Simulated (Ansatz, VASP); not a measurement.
This is a calculation of Li for Ansatz 0.2.0.

File input.yaml:

```yaml
crystal:
  lattice:
    - [-1.75465, 1.75465, 1.75465]
    - [1.75465, -1.75465, 1.75465]
    - [1.75465, 1.75465, -1.75465]
  atoms:
    - { symbol: Li, position: [0.0, 0.0, 0.0] }
hamiltonian:
  xc: pbe
  pseudopotentials: { kind: paw }
kpoints:
  mp_grid: { grid: [11, 11, 11] }
scf:
  occupations: { method: fermi_dirac, width: 0.05 }
output:
  forces: true
  stress: true
  eigenvalues: true
relax:
  f_tol: 0.01
  max_steps: 40
  cell: { stress_tol: 0.05 }
```

Potentials or basis: Ansatz PAW.

Launch:

```sh
$ ansatz run input.yaml --threads 2 --pin off --max-ram 5632MiB --backend cpu --events-out ev --progress --plain --runs-dir out
```

Question: Translate it to VASP 6.6.1. Potentials there: VASP PAW PBE potentials, release 64 (Li_sv).

Answer: As run (the cutoff follows the program's own potentials):

Contents of INCAR:

```
SYSTEM = Li
PREC = Accurate
ENCUT = 600
EDIFF = 1E-7
ISMEAR = -1
SIGMA = 0.05
LREAL = .FALSE.
LASPH = .TRUE.
NELM = 60
ALGO = Normal
ISIF = 3
LWAVE = .FALSE.
LCHARG = .FALSE.
GGA = PE
IBRION = 2
NSW = 60
EDIFFG = -0.01
```

Contents of KPOINTS:

```
regular mesh
0
G
  11 11 11
  0 0 0
```

The input POSCAR:

```
Li
1.0
   -1.7546500000      1.7546500000      1.7546500000
    1.7546500000     -1.7546500000      1.7546500000
    1.7546500000      1.7546500000     -1.7546500000
Li
1
Direct
    0.0000000000      0.0000000000      0.0000000000
```

Potentials or basis: VASP PAW PBE potentials, release 64 (Li_sv).

Launch:

```console
$ cat potpaw_PBE.64/Li_sv/POTCAR > POTCAR
$ mpirun -np 1 vasp_std > vasp.out
```

Both were run:

|  | VASP | Ansatz | Ansatz less VASP |
| --- | --- | --- | --- |
| gap on the k mesh at the Fermi level, each at its own relaxed structure (eV) | none | none | - |
| relaxed volume (Å³/atom) | 20.01 | 20.17 | +0.169 |
| relaxed cell length with the largest relative difference (Å) | 2.962 | 2.970 | +0.0083 |
| energy change over the relaxation (meV/atom) | -5 | -4 | +1.2 |

A gap of «none» marks a metal or a gap that the smearing closes.

Caveats: the cutoff is under 1.25 times the usual one of these potentials, so pressure, stress and relaxed cells hold a basis-set (Pulay) error (VASP); the plane-wave basis is chosen anew once the cell has moved, so the energies of steps on either side of that aren't comparable (Ansatz).
